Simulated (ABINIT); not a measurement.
# HfC (Fm-3m) in ABINIT: notebook

One crystal, HfC, is run at these levels: PBE, PBEsol; tasks: single point, relaxation of cell and atoms.

All numbers are computed with ABINIT 10.8.3 (patched build); they aren't measurements. Logs are shortened: lines on timing, memory, paths and dates and some standing lists are left out, and cuts for length are marked. The log counts tension as positive stress, the text compression.

### Step 1. Starting point

The structure is cubic, space group Fm-3m (No. 225). The conventional cell has a = 4.650 Å, b = 4.650 Å, c = 4.650 Å, α = 90.00°, β = 90.00°, γ = 90.00°. Hf (site symmetry m-3m) is surrounded by 6 C at 2.33 Å. C (site symmetry m-3m) has 6 Hf at 2.33 Å as nearest neighbours.

### Step 2. Single point, PBE

Contents of run.abi:

```
# Pseudopotentials
pp_dirpath "./"
pseudos "Hf.upf, C.upf"

# Structure
acell 6.2135074315 6.2135074315 6.2135074315
rprim
     0.0000000000     0.7071067812     0.7071067812
     0.7071067812     0.0000000000     0.7071067812
     0.7071067812     0.7071067812     0.0000000000
ntypat 2
znucl 72 6
natom 2
typat 1 2
xred
     0.5000000000     0.5000000000     0.5000000000
     0.0000000000     0.0000000000     0.0000000000

# Plane-wave basis
ecut 31.0

# k points
kptopt 1
ngkpt 8 8 8
nshiftk 1
shiftk 0.0 0.0 0.0

# Exchange and correlation
ixc 11

# Bands and occupations
nband 12
occopt 3
tsmear 0.05 eV

# SCF cycle
nstep 100
tolvrs 1.0e-10

# Output
iomode 3
prtwf 0
prtden 0
prteig 0
prtebands 0
enunit 2
```

Potentials or basis: PseudoDojo NC SR PBE v0.4.1 standard.

Run with:

```
$ abinit run.abi > log 2>&1
```

run.abo:

```text
.Version 10.8.3 of ABINIT
 Symmetries : space group Fm -3 m (#225); Bravais cF (face-center cubic)
================================================================================
 Values of the parameters that define the memory need of the present run
     intxc =       0    ionmov =       0      iscf =       7    lmnmax =       8
     lnmax =       8     mgfft =      32  mpssoang =       4    mqgrid =    3001
     natom =       2  nloc_mem =       1    nspden =       1   nspinor =       1
    nsppol =       1      nsym =      48    n1xccc =    2501    ntypat =       2
    occopt =       3   xclevel =       2
       mpw =        1424          nfft =       32768          nkpt =          29
================================================================================
================================================================================

--------------------------------------------------------------------------------
------------- Echo of variables that govern the present computation ------------
--------------------------------------------------------------------------------
 -outvars: echo values of preprocessed input variables --------
            acell      6.2135074315E+00  6.2135074315E+00  6.2135074315E+00 Bohr
              amu      1.78490000E+02  1.20110000E+01
             ecut      3.10000000E+01 Hartree
           enunit           2
              ixc          11
         kptrlatt        8    0    0      0    8    0      0    0    8
          kptrlen      4.97080595E+01
            natom           2
            nband          12
            ngfft          32      32      32
             nkpt          29
            nstep         100
             nsym          48
           ntypat           2
           occopt           3
           prtden           0
        prtebands           0
           prteig           0
            prtwf           0
            rprim      0.0000000000E+00  7.0710678120E-01  7.0710678120E-01
                       7.0710678120E-01  0.0000000000E+00  7.0710678120E-01
                       7.0710678120E-01  7.0710678120E-01  0.0000000000E+00
          spgroup         225
           tolvrs      1.00000000E-10
           tsmear      1.83746611E-03 Hartree
            typat      1  2
           xangst      2.3249999985E+00  2.3249999985E+00  2.3249999985E+00
                       0.0000000000E+00  0.0000000000E+00  0.0000000000E+00
            xcart      4.3936132399E+00  4.3936132399E+00  4.3936132399E+00
                       0.0000000000E+00  0.0000000000E+00  0.0000000000E+00
             xred      5.0000000000E-01  5.0000000000E-01  5.0000000000E-01
                       0.0000000000E+00  0.0000000000E+00  0.0000000000E+00
            znucl       72.00000    6.00000

================================================================================

 chkinp: Checking input parameters for consistency.

================================================================================
== DATASET  1 ==================================================================

--- !DatasetInfo
iteration_state: {dtset: 1, }
dimensions: {natom: 2, nkpt: 29, mband: 12, nsppol: 1, nspinor: 1, nspden: 1, mpw: 1424, }
cutoff_energies: {ecut:  31.0, pawecutdg:  -1.0, }
electrons: {nelect:   1.60000000E+01, charge:   0.00000000E+00, occopt:   3.00000000E+00, tsmear:   1.83746611E-03, }
meta: {optdriver: 0, ionmov: 0, optcell: 0, iscf: 7, paral_kgb: 0, }
...

 Exchange-correlation functional for the present dataset will be:
  GGA: Perdew-Burke-Ernzerhof functional - ixc=11
  J.P.Perdew, K.Burke, M.Ernzerhof, PRL 77, 3865 (1996)

 Real(R)+Recip(G) space primitive vectors, cartesian coordinates (Bohr,Bohr^-1):
 R(1)=  0.0000000  4.3936132  4.3936132  G(1)= -0.1138016  0.1138016  0.1138016
 R(2)=  4.3936132  0.0000000  4.3936132  G(2)=  0.1138016 -0.1138016  0.1138016
 R(3)=  4.3936132  4.3936132  0.0000000  G(3)=  0.1138016  0.1138016 -0.1138016
 Unit cell volume ucvol=  1.6962719E+02 bohr^3
 Angles (23,13,12)=  6.00000000E+01  6.00000000E+01  6.00000000E+01 degrees

 getcut: wavevector=  0.0000  0.0000  0.0000  ngfft=  32  32  32
         ecut(hartree)=     31.000   => boxcut(ratio)=   2.05479

--- Pseudopotential description ------------------------------------------------
- pspini: atom type   1  psp file is ./Hf.upf
12 -101130 3 -1 1656                          pspcod,pspxc,lmax,lloc,mmax
     nproj     2     2     2     2

- pspini: atom type   2  psp file is ./C.upf
12 -101130 1 -1 1248                          pspcod,pspxc,lmax,lloc,mmax
     nproj     2     2     0     0

   4.20124149E+02                                ecore*ucvol(ha*bohr**3)
--------------------------------------------------------------------------------

================================================================================

--- !BeginCycle
iteration_state: {dtset: 1, }
solver: {iscf: 7, nstep: 100, nline: 4, wfoptalg: 0, }
tolerances: {tolvrs: 1.00E-10, }
...

     iter   Etot(hartree)      deltaE(h)  residm     vres2
 ETOT  1  -62.321376187326    -6.232E+01 1.005E-01 5.821E+02
 ETOT  2  -62.298667642387     2.271E-02 1.526E-02 7.432E+02
 ETOT  3  -62.504007550013    -2.053E-01 5.290E-03 3.361E-01
 ETOT  4  -62.504207292274    -1.997E-04 6.640E-03 5.993E-02
 ETOT  5  -62.504215591026    -8.299E-06 6.615E-04 2.721E-02
 ETOT  6  -62.504223647991    -8.057E-06 1.346E-03 1.937E-03
 ETOT  7  -62.504224230738    -5.827E-07 1.298E-04 1.806E-05
 ETOT  8  -62.504224235897    -5.159E-09 2.380E-04 1.937E-07
 ETOT  9  -62.504224235952    -5.525E-11 2.447E-05 4.434E-09
 ETOT 10  -62.504224235954    -1.620E-12 4.360E-05 6.751E-11

 At SCF step   10       vres2   =  6.75E-11 < tolvrs=  1.00E-10 =>converged.

 Cartesian components of stress tensor (hartree/bohr^3)
  sigma(1 1)=  2.79363412E-05  sigma(3 2)=  0.00000000E+00
  sigma(2 2)=  2.79363412E-05  sigma(3 1)=  0.00000000E+00
  sigma(3 3)=  2.79363412E-05  sigma(2 1)=  0.00000000E+00

--- !ResultsGS
iteration_state: {dtset: 1, }
comment   : Summary of ground state results
lattice_vectors:
- [  0.0000000,   4.3936132,   4.3936132, ]
- [  4.3936132,   0.0000000,   4.3936132, ]
- [  4.3936132,   4.3936132,   0.0000000, ]
lattice_lengths: [   6.21351,    6.21351,    6.21351, ]
lattice_angles: [ 60.000,  60.000,  60.000, ] # degrees, (23, 13, 12)
lattice_volume:   1.6962719E+02
convergence: {deltae: -1.620E-12, res2:  6.751E-11, residm:  4.360E-05, diffor: null, }
etotal    :  -6.25042242E+01
entropy   :   0.00000000E+00
fermie    :   4.09386061E-01
cartesian_stress_tensor: # hartree/bohr^3
- [  2.79363412E-05,   0.00000000E+00,   0.00000000E+00, ]
- [  0.00000000E+00,   2.79363412E-05,   0.00000000E+00, ]
- [  0.00000000E+00,   0.00000000E+00,   2.79363412E-05, ]
pressure_GPa:  -8.2192E-01
xred      :
- [  5.0000E-01,   5.0000E-01,   5.0000E-01, Hf]
- [  0.0000E+00,   0.0000E+00,   0.0000E+00,  C]
cartesian_forces: # hartree/bohr
- [ -0.00000000E+00,  -0.00000000E+00,  -0.00000000E+00, ]
- [ -0.00000000E+00,  -0.00000000E+00,  -0.00000000E+00, ]
force_length_stats: {min:   0.00000000E+00, max:   0.00000000E+00, mean:   0.00000000E+00, }
...

 Integrated electronic density in atomic spheres:
 ------------------------------------------------
 Atom  Sphere_radius  Integrated_density
    1        2.00000          8.44105176
    2        2.00000          3.90508438
================================================================================

 ----iterations are completed or convergence reached----

 Mean square residual over all n,k,spin=   24.496E-08; max=  43.596E-06
 reduced coordinates (array xred) for    2 atoms
       0.500000000000      0.500000000000      0.500000000000
       0.000000000000      0.000000000000      0.000000000000
 rms dE/dt=  0.0000E+00; max dE/dt=  0.0000E+00; dE/dt below (all hartree)
    1       0.000000000000      0.000000000000      0.000000000000
    2       0.000000000000      0.000000000000      0.000000000000

 cartesian coordinates (angstrom) at end:
    1      2.32499999847314     2.32499999847314     2.32499999847314
    2      0.00000000000000     0.00000000000000     0.00000000000000

 cartesian forces (hartree/bohr) at end:
    1     -0.00000000000000    -0.00000000000000    -0.00000000000000
    2     -0.00000000000000    -0.00000000000000    -0.00000000000000
 frms,max,avg= 0.0000000E+00 0.0000000E+00   0.000E+00  0.000E+00  0.000E+00 h/b

 cartesian forces (eV/Angstrom) at end:
    1     -0.00000000000000    -0.00000000000000    -0.00000000000000
    2     -0.00000000000000    -0.00000000000000    -0.00000000000000
 frms,max,avg= 0.0000000E+00 0.0000000E+00   0.000E+00  0.000E+00  0.000E+00 e/A
 length scales=  6.213507431500  6.213507431500  6.213507431500 bohr
              =  3.288046530296  3.288046530296  3.288046530296 angstroms
 Fermi (or HOMO) energy (hartree) =   0.40939   Average Vxc (hartree)=  -0.46725
 Eigenvalues (hartree) for nkpt=  29  k points:
 kpt#   1, nband= 12, wtk=  0.00195, kpt=  0.0000  0.0000  0.0000 (reduced coord)
  -1.83342   -0.67354   -0.67354   -0.67354   -0.04064    0.44935    0.44935    0.44935
   0.46348    0.46348    0.46348    0.53693
      occupation numbers for kpt#   1
   2.00000    2.00000    2.00000    2.00000    2.00000    0.00000    0.00000    0.00000
   0.00000    0.00000    0.00000    0.00000
 prteigrs : prtvol=0 or 1, do not print more k-points.

 Fermi (or HOMO) energy (eV) =  11.13996   Average Vxc (eV)= -12.71459
 Eigenvalues (   eV  ) for nkpt=  29  k points:
 kpt#   1, nband= 12, wtk=  0.00195, kpt=  0.0000  0.0000  0.0000 (reduced coord)
 -49.88986  -18.32792  -18.32792  -18.32792   -1.10587   12.22737   12.22737   12.22737
  12.61200   12.61200   12.61200   14.61069
 prteigrs : prtvol=0 or 1, do not print more k-points.

--- !EnergyTerms
iteration_state     : {dtset: 1, }
comment             : Components of total free energy in Hartree
kinetic             :  1.85168330092794E+01
hartree             :  6.57224656438461E+00
xc                  : -1.64352316474130E+01
Ewald energy        : -4.76937911376180E+01
psp_core            :  2.47675003078045E+00
local_psp           : -2.84836257942860E+01
non_local_psp       :  2.54268515845151E+00
internal            : -6.25041338164210E+01
'-kT*entropy'       : -9.04195329812662E-05
total_energy        : -6.25042242359540E+01
total_energy_eV     : -1.70082658768995E+03
band_energy         : -5.79873586499973E+00
...

 Cartesian components of stress tensor (hartree/bohr^3)
  sigma(1 1)=  2.79363412E-05  sigma(3 2)=  0.00000000E+00
  sigma(2 2)=  2.79363412E-05  sigma(3 1)=  0.00000000E+00
  sigma(3 3)=  2.79363412E-05  sigma(2 1)=  0.00000000E+00

-Cartesian components of stress tensor (GPa)         [Pressure= -8.2192E-01 GPa]
- sigma(1 1)=  8.21915535E-01  sigma(3 2)=  0.00000000E+00
- sigma(2 2)=  8.21915535E-01  sigma(3 1)=  0.00000000E+00
- sigma(3 3)=  8.21915535E-01  sigma(2 1)=  0.00000000E+00

== END DATASET(S) ==============================================================
================================================================================

 -outvars: echo values of variables after computation  --------
            acell      6.2135074315E+00  6.2135074315E+00  6.2135074315E+00 Bohr
           etotal     -6.2504224236E+01
            fcart     -0.0000000000E+00 -0.0000000000E+00 -0.0000000000E+00
                      -0.0000000000E+00 -0.0000000000E+00 -0.0000000000E+00
            rprim      0.0000000000E+00  7.0710678120E-01  7.0710678120E-01
                       7.0710678120E-01  0.0000000000E+00  7.0710678120E-01
                       7.0710678120E-01  7.0710678120E-01  0.0000000000E+00
           strten      2.7936341214E-05  2.7936341214E-05  2.7936341214E-05
                       0.0000000000E+00  0.0000000000E+00  0.0000000000E+00
           xangst      2.3249999985E+00  2.3249999985E+00  2.3249999985E+00
                       0.0000000000E+00  0.0000000000E+00  0.0000000000E+00
             xred      5.0000000000E-01  5.0000000000E-01  5.0000000000E-01
                       0.0000000000E+00  0.0000000000E+00  0.0000000000E+00
 Calculation completed.
```

It took 14 s on 1 thread of Arm Neoverse V2, shared host; peak memory 0.06 GiB.

What came out:

| Quantity | Value |
| --- | --- |
| Free energy | -1700.8266 eV |
| Band gap on the k mesh | none (metal or under the smearing width) |
| Valence electrons inside the program's atomic spheres | Hf 8.44; C 3.91 |

Levels at points of the mesh, in eV from the Fermi level:
| k point | band 4 | band 5 | band 6 | band 7 | band 8 | band 9 | band 10 | band 11 | band 12 |
| --- | --- | --- | --- | --- | --- | --- | --- | --- | --- |
| (0.00, 0.00, 0.00) | -29.47 | -12.25 | 1.09 | 1.09 | 1.09 | 1.47 | 1.47 | 1.47 | 3.47 |
| (0.50, 0.00, 0.00) | -29.54 | -8.50 | -6.08 | -2.92 | -2.92 | 5.40 | 5.40 | 5.85 | 6.63 |
| (0.50, 0.50, 0.00) | -29.70 | -10.36 | -2.53 | -1.69 | -0.02 | -0.02 | 5.39 | 6.82 | 6.82 |

Caveat: the cutoff is too short for stress, so the log's stress isn't used.

### Step 3. Relaxation of cell and atoms, PBEsol

Contents of run.abi:

```
pp_dirpath "./"
pseudos "Hf.upf, C.upf"

acell 3.2880465325 3.2880465325 3.2880465325 Angstrom
rprim
     0.0000000000     0.7071067812     0.7071067812
     0.7071067812     0.0000000000     0.7071067812
     0.7071067812     0.7071067812     0.0000000000
ntypat 2
znucl 72 6
natom 2
typat 1 2
chkprim 0
chksymtnons 0
tolsym 1.0e-6
xred
            1/2            1/2            1/2
            0.0            0.0            0.0

ecut 41.0
ecutsm 0.5

kptopt 1
ngkpt 8 8 8
nshiftk 1
shiftk 0.0 0.0 0.0

ixc -116133

nband 12
occopt 3
tsmear 0.00183747

nstep 80
tolvrs 1.0e-12

iomode 3
prteig 0
prtebands 0
prtwf 0
prtden 0

ionmov 2
optcell 2
ntime 50
tolmxf 2.0e-5
dilatmx 1.08
```

Potentials or basis: PseudoDojo NC SR PBEsol v0.4.1 standard.

Run with:

```
$ abinit run.abi > log 2>&1
```

run.abo:

```text
.Version 10.8.3 of ABINIT
 Symmetries : space group Fm -3 m (#225); Bravais cF (face-center cubic)
================================================================================
 Values of the parameters that define the memory need of the present run
     intxc =       0    ionmov =       2      iscf =       7    lmnmax =       8
     lnmax =       8     mgfft =      40  mpssoang =       4    mqgrid =    3001
     natom =       2  nloc_mem =       1    nspden =       1   nspinor =       1
    nsppol =       1      nsym =      48    n1xccc =    2501    ntypat =       2
    occopt =       3   xclevel =       2
       mpw =        2701          nfft =       64000          nkpt =          29
================================================================================
================================================================================

--------------------------------------------------------------------------------
------------- Echo of variables that govern the present computation ------------
[... 539 lines left out ...]
- sigma(3 3)=  6.15110724E-04  sigma(2 1)=  0.00000000E+00

== END DATASET(S) ==============================================================
================================================================================

 -outvars: echo values of variables after computation  --------
            acell      6.1600905880E+00  6.1600905880E+00  6.1600905880E+00 Bohr
           etotal     -6.2460720553E+01
            fcart     -0.0000000000E+00 -0.0000000000E+00 -0.0000000000E+00
                      -0.0000000000E+00 -0.0000000000E+00 -0.0000000000E+00
            rprim      0.0000000000E+00  7.0710678119E-01  7.0710678119E-01
                       7.0710678119E-01  0.0000000000E+00  7.0710678119E-01
                       7.0710678119E-01  7.0710678119E-01  0.0000000000E+00
           strten      2.0907188564E-08  2.0907188560E-08  2.0907188567E-08
                       0.0000000000E+00  0.0000000000E+00  0.0000000000E+00
           xangst      2.3050122278E+00  2.3050122278E+00  2.3050122278E+00
                       0.0000000000E+00  0.0000000000E+00  0.0000000000E+00
             xred      5.0000000000E-01  5.0000000000E-01  5.0000000000E-01
                       0.0000000000E+00  0.0000000000E+00  0.0000000000E+00
 Calculation completed.
```

Wall time 1.8 min (1 thread of Arm Neoverse V1, shared host); peak memory 0.09 GiB.

Results:

* Free energy: -1699.6428 eV
* Relaxed volume: 12.25 Å³/atom
* Relaxed cell: a = 3.260 Å, b = 3.260 Å, c = 3.260 Å, α = 60.00°, β = 60.00°, γ = 60.00°
* Space group after relaxing (to 0.05 Å): Fm-3m (No. 225)
* Energy gained by relaxing: 6.3 meV/atom
* Ionic steps: 4
* Pressure after relaxing: 0.0 GPa
* Band gap on the k mesh: none (metal or under the smearing width)

The path:
```tsv
step	energy change (eV)	largest force (eV/Å)	pressure (GPa)	volume (Å³)
1	0.0000	0.0000	-6.18	25.14
2	-0.0117	0.0000	-1.72	24.66
3	-0.0127	0.0000	0.06	24.49
4	-0.0127	0.0000	0.00	24.49
```

Final structure:
```
Hf C
1.0
     0.00000    2.30501    2.30501
     2.30501    0.00000    2.30501
     2.30501    2.30501    0.00000
Hf C
1 1
Direct
  0.50000 0.50000 0.50000
  0.00000 0.00000 0.00000
```

The run has no spin-orbit coupling, so splittings on Hf are missing.

### Step 4. Single point, PBEsol (cell relaxed)

Contents of run.abi:

```
# Pseudopotentials
pp_dirpath "./"
pseudos "Hf.upf, C.upf"

# Structure
acell 3.2597795571 3.2597795571 3.2597795571 Angstrom
rprim
     0.0000000000     0.7071067812     0.7071067812
     0.7071067812     0.0000000000     0.7071067812
     0.7071067812     0.7071067812     0.0000000000
ntypat 2
znucl 72 6
natom 2
typat 1 2
xcart
     2.3050122300     2.3050122300     2.3050122300
     0.0000000000     0.0000000000     0.0000000000 Angstrom
chkprim 0
chksymtnons 0
tolsym 1.0e-6

# Plane-wave basis
ecut 41.0

# k points
kptopt 1
ngkpt 8 8 8
nshiftk 1
shiftk 0.0 0.0 0.0

# Exchange and correlation
ixc -116133

# Bands and occupations
nband 12
occopt 3
tsmear 0.05 eV

# SCF cycle
nstep 100
tolvrs 1.0e-10

# Output
iomode 3
prtwf 0
prtden 0
prteig 0
prtebands 0
```

Run with:

```
$ abinit run.abi > log 2>&1
```

Wall time 25 s (1 thread of Arm Neoverse V1, shared host); peak memory 0.07 GiB.

The run converged. Its results:

| Item | Value |
| --- | --- |
| Free energy | -1699.6429 eV |
| Pressure | -0.1 GPa |
| Band gap on the k mesh | none (metal or under the smearing width) |
| Valence electrons inside the program's atomic spheres | Hf 8.45; C 3.90 |

Levels at points of the mesh, in eV from the Fermi level:
| k point | band 4 | band 5 | band 6 | band 7 | band 8 | band 9 | band 10 | band 11 | band 12 |
| --- | --- | --- | --- | --- | --- | --- | --- | --- | --- |
| (0.00, 0.00, 0.00) | -29.30 | -12.37 | 1.12 | 1.12 | 1.12 | 1.42 | 1.42 | 1.42 | 3.50 |
| (0.50, 0.00, 0.00) | -29.37 | -8.40 | -6.24 | -3.04 | -3.04 | 5.51 | 5.51 | 5.98 | 6.72 |
| (0.50, 0.50, 0.00) | -29.56 | -10.44 | -2.51 | -1.85 | 0.01 | 0.01 | 5.51 | 7.00 | 7.00 |

The run has no spin-orbit coupling, so splittings on Hf are missing.

### Step 5. Overview

| task | level | potentials or basis | cell | cutoff (eV) | cell freedom (optcell) | optimiser (ionmov) | cutoff smearing ecutsm (Ha) | force stop (Ha/bohr) | gap on the mesh (eV) | pressure (GPa) |
| --- | --- | --- | --- | --- | --- | --- | --- | --- | --- | --- |
| single point | PBE | PseudoDojo NC SR PBE v0.4.1 standard | as given | 844 | - | - | - | - | none | - |
| relaxation of cell and atoms | PBEsol | PseudoDojo NC SR PBEsol v0.4.1 standard | relaxed | 1116 | 2 | 2 | 0.5 | 2e-05 | none | 0.0 |
| single point | PBEsol | PseudoDojo NC SR PBEsol v0.4.1 standard | cell relaxed | 1116 | - | - | - | - | none | -0.1 |

Alike in all rows: no spin polarisation; k mesh 8 × 8 × 8; smearing fermi-dirac 0.05 eV.

Total energies depend on the potentials used, so only differences within one code and one set of settings carry meaning.
